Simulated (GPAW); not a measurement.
# BN (P6_3mc) in GPAW: convergence with basis set

Aim: find how far basis set must go before the results for BN settle, at PBE. This setting moves, with any that are tied to it; all else stays.

Program: GPAW 26.7.0. These are calculated values, not measurements. Logs are shortened: lines on timing, memory, paths and dates and some standing lists are left out, and cuts for length are marked. The log counts tension as positive stress, the text compression.

### 1 Starting point

Symmetry: P6_3mc, No. 186, hexagonal system. Conventional cell: a = 2.554 Å, b = 2.554 Å, c = 4.227 Å, α = 90.00°, β = 90.00°, γ = 120.00°. N (site symmetry 3m) has 4 B at 1.57 to 1.58 Å as nearest neighbours. B (site symmetry 3m) is surrounded by 4 N at 1.57 to 1.58 Å.

Measurements of this composition are mostly on another form, of space group No. 194.

### 2 With basis set lcao:sz(dzp)

Input file run.py:

```python
from ase.dft.bandgap import bandgap
from ase.io import read, write
from gpaw import GPAW

atoms = read('BN.xyz')

calc = GPAW(mode='lcao',
            h=0.16,
            basis='sz(dzp)',
            xc='PBE',
            kpts={'size': (9, 9, 5), 'gamma': True},
            occupations={'name': 'fermi-dirac', 'width': 0.05},
            convergence={'density': 1e-05, 'energy': 1e-05},
            maxiter=100,
            txt='gpaw.txt')
atoms.calc = calc
energy = atoms.get_potential_energy()
forces = atoms.get_forces()
calc.write('gs.gpw')
write('result.traj', atoms)
print(f'Energy: {energy:.6f} eV')
print('Forces (eV/A):')
print(forces.round(4))
print('Fermi level:', round(calc.get_fermi_level(), 4), 'eV')
print(f'Gap: {bandgap(calc)[0]:.4f} eV, direct: {bandgap(calc, direct=True)[0]:.4f} eV')
```

Input file BN.xyz:

```xyz
4
Lattice="2.5539396017 0.0000000000 0.0000000000 -1.2769698009 2.2117765748 0.0000000000 0.0000000000 0.0000000000 4.2268550000" Properties=species:S:1:pos:R:3 pbc="T T T"
N     -0.0000000002      1.4745177166      0.5295234870
N      1.2769698010      0.7372588582      2.6429509870
B     -0.0000000002      1.4745177166      2.1122608880
B      1.2769698010      0.7372588582      4.2256883880
```

Potentials or basis: GPAW PAW data sets (gpaw-data 1.2.1), lcao:sz(dzp).

Command:

```console
OMP_NUM_THREADS=1 python run.py
```

gpaw.txt:

```text
__  _  _
 | _ |_)|_||  |
 |__||  | ||/\| - 26.7.0

Input parameters:
  mode=LCAO(),
  basis={'default': 'sz(dzp)'},
  convergence={'density': 1e-05, 'energy': 1e-05},
  h=0.16,
  kpts=MonkhorstPack(size=(9, 9, 5), gamma=True),
  maxiter=100,
  occupations=Occupations(name='fermi-dirac', width=0.05),
  xc=XC(name='PBE')

          B

        B N

        N

Atoms  # Å, Bohr magnetons
|   | symbol |         x |        y |        z |    initial magnetic moments |
|---|--------|-----------|----------|----------|-----------------------------|
| 0 |      N | -0.000000 | 1.474518 | 0.529523 | ( 0.0000,  0.0000,  0.0000) |
| 1 |      N |  1.276970 | 0.737259 | 2.642951 | ( 0.0000,  0.0000,  0.0000) |
| 2 |      B | -0.000000 | 1.474518 | 2.112261 | ( 0.0000,  0.0000,  0.0000) |
| 3 |      B |  1.276970 | 0.737259 | 4.225688 | ( 0.0000,  0.0000,  0.0000) |

Unit cell  # Å
| periodic |         x |        y |        z |  lengths |     angles |
|----------|-----------|----------|----------|----------|------------|
|      yes |  2.553940 | 0.000000 | 0.000000 | 2.553940 |  90.000000 |
|      yes | -1.276970 | 2.211777 | 0.000000 | 2.553940 |  90.000000 |
|      yes |  0.000000 | 0.000000 | 4.226855 | 4.226855 | 120.000000 |

Number of symmetries: 6
Symmetry operations  # r_c * U_cc + t_c -> r_c
|   | kind |            matrix            |
|---|------|------------------------------|
| 0 |  σ   |  1, 1, 0,  0,-1, 0,  0, 0, 1 |
| 1 |  E   |  1, 0, 0,  0, 1, 0,  0, 0, 1 |
| 2 |  C3  |  0, 1, 0, -1,-1, 0,  0, 0, 1 |
| 3 |  σ   |  0,-1, 0, -1, 0, 0,  0, 0, 1 |
| 4 |  σ   | -1, 0, 0,  1, 1, 0,  0, 0, 1 |
| 5 |  C3  | -1,-1, 0,  1, 0, 0,  0, 0, 1 |

BZ-sampling:
  Number of BZ points: 405
  Number of IBZ points: 50

  Monkhorst-Pack size: [9, 9, 5]
  Monkhorst-Pack shift: [0, 0, 0]

K-points  # in reciprocal-cell coordinates
|     |                                coordinates |     weight |
|-----|--------------------------------------------|------------|
|   0 | (  0.00000000,   0.00000000,   0.00000000) | 0.00246914 |
|   1 | (  0.00000000,   0.00000000,   0.20000000) | 0.00493827 |
|   2 | (  0.00000000,   0.00000000,   0.40000000) | 0.00493827 |
|   3 | (  0.11111111,   0.00000000,  -0.40000000) | 0.01481481 |
|   4 | (  0.11111111,   0.00000000,  -0.20000000) | 0.01481481 |
|   5 | (  0.11111111,   0.00000000,   0.00000000) | 0.01481481 |
|   6 | (  0.11111111,   0.00000000,   0.20000000) | 0.01481481 |
|   7 | (  0.11111111,   0.00000000,   0.40000000) | 0.01481481 |
|   8 | (  0.22222222,  -0.11111111,   0.00000000) | 0.01481481 |
|   9 | (  0.22222222,  -0.11111111,   0.20000000) | 0.02962963 |
| ... |                                            |            |
|  49 | (  0.44444444,   0.44444444,   0.40000000) | 0.02962963 |

basis functions: 16
Spin-components: 1 (collinear spins)
Bands:           14
Projectors:      20
Spin-degeneracy: 2
Datatype:        <class 'complex'>

Parallelization:
  kpt:    1
  domain: 1
  band:   1

Density:
  Valence electrons: 16.0
  Components: 1
  Grid points: [12 12 28]
  Charge: 0.0  # |e|

Potential:
  Grid points: [12 12 28]

species:
  N:
    name:    Nitrogen
    Z:       7.0
    valence: 5
    core:    2
    charge:  0.0  # [|e|]
    compensation charges:
      type: gauss
      rc: 0.18  # [Å]
[... 153 lines left out ...]
  Charge: 0.0  # |e|

Potential:
  Grid points: [12 12 28]

species:
  N:
    name:    Nitrogen
    Z:       7.0
    valence: 5
    core:    2
    charge:  0.0  # [|e|]
    compensation charges:
      type: gauss
      rc: 0.18  # [Å]
      lmax: 2
    cutoffs:
      filter: 1.11  # [Å]
      core: 0.96  # [Å]
    projectors
    | kind |    occ | energy [eV] | rcut [Å] |
    |------|--------|-------------|----------|
    |   2s |  2.000 |     -18.583 |    0.603 |
    |   2p |  3.000 |      -7.089 |    0.529 |
    |    s |        |       8.629 |    0.603 |
    |    p |        |      20.123 |    0.529 |
    |    d |        |       0.000 |    0.577 |

    LCAO basis set for N:
      Name: sz(dzp)
      File: <dir>
      Number of radial functions: 2
      Number of spherical harmonics: 4
        l=0, rc=4.8594 Bohr: 2s-sz confined orbital
        l=1, rc=6.0625 Bohr: 2p-sz confined orbital
      Number of RI-basis functions 0

  B:
    name:    Boron
    Z:       5.0
    valence: 3
    core:    2
    charge:  0.0  # [|e|]
    compensation charges:
      type: gauss
      rc: 0.20  # [Å]
      lmax: 2
    cutoffs:
      filter: 1.14  # [Å]
      core: 1.38  # [Å]
    projectors
    | kind |    occ | energy [eV] | rcut [Å] |
    |------|--------|-------------|----------|
    |   2s |  2.000 |      -9.443 |    0.635 |
    |   2p |  1.000 |      -3.606 |    0.635 |
    |    s |        |      17.768 |    0.635 |
    |    p |        |      23.605 |    0.635 |
    |    d |        |       0.000 |    0.635 |

    LCAO basis set for B:
      Name: sz(dzp)
      File: <dir>
      Number of radial functions: 2
      Number of spherical harmonics: 4
        l=0, rc=6.6719 Bohr: 2s-sz confined orbital
        l=1, rc=8.2188 Bohr: 2p-sz confined orbital
      Number of RI-basis functions 0

Reference energy: -4302.422143  # eV

eigensolver:
  <gpaw.new.lcao.eigensolver.LCAOEigensolver object>
density mixing:
  MSR1-Mixer
  Pratt-step length: 0.05
  Maximum mixing coefficient: 0.75
  Old densities: 10
  SVD Regularization: 0.005
  Good broyden scale: 1.0
  Trust region scale: 1.0
  Backstep threshold: 4.0
  History deletion threshold: 6.0
  Fourier metric: weight=20.0, sigma=0.015

occupation numbers:
  Fermi-Dirac:
    width: 0.0500  # eV

FastPoissonSolver using
    Stencil: 8*3+1=25 point O(h^6) finite-difference Laplacian
    FFT axes: [np.int64(0), np.int64(1), np.int64(2)]
    FST axes: []

xc functional:
  name: PBE with 2 nearest neighbor stencil
interpolation: tri-quintic # 5. degree polynomial

convergence criteria:
- Maximum integral of absolute [dens]ity change: 1e-05 electrons / valence electron
- Maximum [total energy] change in last 3 cyles: 1e-05 eV / valence electron
- Maximum integral of absolute [eigenst]ate change: 4e-08 eV^2 / valence electron
maximum number of iterations: 100

SCF iterations
|iter     | |      energy | eigst |  dens |
|---------|-|-------------|-------|-------|
|iter:   1| |  -32.255755 |      c|       |
|iter:   2| |  -32.093280 |      c| -0.91 |
|iter:   3| |  -31.555157 |      c| -0.96 |
|iter:   4| |  -31.558529 |      c| -1.62 |
|iter:   5| |  -31.559380 |      c| -1.99 |
|iter:   6| |  -31.559380 |      c| -3.86 |
|iter:   7| |  -31.559380c|      c| -4.27 |
|iter:   8| |  -31.559380c|      c| -5.81c|

Converged in 8 steps
Energy contributions relative to reference atoms: (reference = -4302.422143)

Energy contributions:
  Kinetic:          24.910705
  Coulomb:         -23.260632
  Zero:              0.926690
  External:          0.000000
  Xc:              -34.136143
  Entropy:          -0.000000
  Spinorbit:         0.000000
  ----------------------------
  Free energy:     -31.559380
  Extrapolated:    -31.559380

dipole moment: (-0.000001, 0.000000, 4.394206)  # |e|*Ang

Fermi level: 13.276
Eigenvalues  # (at kpt = [0.000, 0.000, 0.000])
| band index |      eig [eV] | occ [0-2] |
|------------|---------------|-----------|
|          0 |       -10.349 |     2.000 |
|          1 |        -6.194 |     2.000 |
|          2 |        -0.668 |     2.000 |
|          3 |         7.830 |     2.000 |
|          4 |         7.836 |     2.000 |
|          5 |         9.816 |     2.000 |
|          6 |        10.107 |     2.000 |
|          7 |        10.120 |     2.000 |
|          8 |        19.004 |     0.000 |
|          9 |        19.009 |     0.000 |
|         10 |        19.043 |     0.000 |
|         11 |        20.700 |     0.000 |
|         12 |        21.106 |     0.000 |
|         13 |        22.829 |     0.000 |

Gap: 8.227 eV
Transition (v -> c):
  (s=0, k=0, n=7, [0.00, 0.00, 0.00]) -> (s=0, k=41, n=8, [0.44, 0.00, 0.40])
Direct/indirect transitions are different
Direct gap: 8.884 eV
Transition at: (s=0, k=0, n=7, [0.00, 0.00, 0.00])

Forces  # eV/Ang
|        x |       y |        z |
|----------|---------|----------|
|  0.00000 | 0.00000 |  0.13539 |  # N    0
|  0.00000 | 0.00000 |  0.13539 |  # N    1
|  0.00000 | 0.00000 | -0.12572 |  # B    2
| -0.00000 | 0.00000 | -0.12571 |  # B    3

# Writing to gs.gpw (mode='')
```

Run time: 49 s. Hardware: 1 thread of Arm Neoverse V2, shared host; peak memory 0.14 GiB.

What came out:

| Property | Result |
| --- | --- |
| Free energy | -31.5594 eV |
| Largest force | 0.135 eV/Å |
| Band gap on the k mesh | 8.23 eV, indirect (least direct gap 8.88 eV) |

### 3 With basis set lcao:szp(dzp)

run.py: that of step 2 with these lines changed.

```diff
@@ -8,3 +8,3 @@
             h=0.16,
-            basis='sz(dzp)',
+            basis='szp(dzp)',
             xc='PBE',
```

BN.xyz is that of step 2.

Potentials or basis: GPAW PAW data sets (gpaw-data 1.2.1), lcao:szp(dzp).

Command:

```console
OMP_NUM_THREADS=1 python run.py
```

Wall time 3 min (1 thread of Arm Neoverse V2, shared host); peak memory 0.16 GiB.

What came out:

| Quantity | Value |
| --- | --- |
| Free energy | -32.5170 eV |
| Largest force | 0.051 eV/Å |
| Band gap on the k mesh | 5.85 eV, indirect (least direct gap 8.39 eV) |

### 4 With basis set lcao:dz(dzp)

run.py: that of step 3 with these lines changed.

```diff
@@ -8,3 +8,3 @@
             h=0.16,
-            basis='szp(dzp)',
+            basis='dz(dzp)',
             xc='PBE',
```

BN.xyz is that of step 3.

Potentials or basis: GPAW PAW data sets (gpaw-data 1.2.1), lcao:dz(dzp).

Command:

```console
OMP_NUM_THREADS=1 python run.py
```

Wall time 66 s (1 thread of Arm Neoverse V2, shared host); peak memory 0.15 GiB.

What came out:

```yaml
Free_energy: -32.9287 eV
Band_gap_on_the_k_mesh: 6.72 eV, indirect (least direct gap 8.47 eV)
```

### 5 With basis set lcao:dzp

run.py: that of step 4 with these lines changed.

```diff
@@ -8,3 +8,3 @@
             h=0.16,
-            basis='dz(dzp)',
+            basis='dzp',
             xc='PBE',
```

BN.xyz is that of step 4.

Potentials or basis: GPAW PAW data sets (gpaw-data 1.2.1), lcao:dzp.

Command:

```console
OMP_NUM_THREADS=1 python run.py
```

It took 3.8 min on 1 thread of Arm Neoverse V2, shared host; peak memory 0.18 GiB.

It converged, with:

```yaml
Free_energy: -33.8536 eV
Largest_force: 0.014 eV/Å
Band_gap_on_the_k_mesh: 5.46 eV, indirect (least direct gap 8.27 eV)
```

### 6 With basis set fd

run.py: that of step 5 with these lines changed.

```diff
@@ -6,5 +6,4 @@
 
-calc = GPAW(mode='lcao',
+calc = GPAW(mode='fd',
             h=0.16,
-            basis='dzp',
             xc='PBE',
@@ -12,2 +11,3 @@
             occupations={'name': 'fermi-dirac', 'width': 0.05},
+            nbands=18,
             convergence={'density': 1e-05, 'energy': 1e-05},
```

BN.xyz is that of step 5.

Potentials or basis: GPAW PAW data sets (gpaw-data 1.2.1), fd.

Command:

```console
OMP_NUM_THREADS=1 python run.py
```

Run time: 29 s. Hardware: 1 thread of Arm Neoverse V2, shared host; peak memory 0.2 GiB.

It converged, with:

```
Free energy            : -35.0486 eV
Largest force          : 0.015 eV/Å
Band gap on the k mesh : 5.23 eV, indirect (least direct gap 8.27 eV)
```

### 7 With basis set pw

run.py: that of step 6 with these lines changed.

```diff
@@ -2,3 +2,4 @@
 from ase.io import read, write
-from gpaw import GPAW
+from ase.units import GPa
+from gpaw import GPAW, PW
 
@@ -6,4 +7,3 @@
 
-calc = GPAW(mode='fd',
-            h=0.16,
+calc = GPAW(mode=PW(800),
             xc='PBE',
@@ -18,2 +18,3 @@
 forces = atoms.get_forces()
+stress = atoms.get_stress()
 calc.write('gs.gpw')
@@ -23,2 +24,3 @@
 print(forces.round(4))
+print('Stress (GPa):', (stress / GPa).round(3))
 print('Fermi level:', round(calc.get_fermi_level(), 4), 'eV')
```

BN.xyz is that of step 6.

Potentials or basis: GPAW PAW data sets (gpaw-data 1.2.1), pw.

Command:

```console
OMP_NUM_THREADS=1 python run.py
```

It took 20 s on 1 thread of Arm Neoverse V2, shared host; peak memory 0.16 GiB.

Results (log left out):

```yaml
Free_energy: -34.9380 eV
Pressure: -1.2 GPa
Largest_force: 0.015 eV/Å
Band_gap_on_the_k_mesh: 5.20 eV, indirect (least direct gap 8.24 eV)
```

### 8 The series at a glance

```
    basis set  energy less the tightest run, at zero smearing (meV/atom)  largest force (eV/Å)  gap on the mesh (eV)  SCF cycles  CPU time (s)  peak memory (GiB)
 lcao:sz(dzp)                                                     844.65                 0.135                 8.227           8            49               0.14
lcao:szp(dzp)                                                     605.24                 0.051                 5.848           8           180               0.16
 lcao:dz(dzp)                                                     502.31                     -                 6.716           8            66               0.15
     lcao:dzp                                                     271.08                 0.014                 5.457           9           230               0.18
           fd                                                     -27.65                 0.015                 5.234          12            29                0.2
           pw                                                       0.00                 0.015                 5.204           9            20               0.16
```

Against the tightest run, the largest force stays within 0.005 eV/Å from lcao:dzp on. Not settled before the last step: the energy (to 1 meV/atom), the gap on the mesh (to 0.01 eV). The tightest run that finished is the yardstick and may itself not be fully converged.

Caveats: an odd mesh through Γ misses points on the zone boundary, where band edges often lie.
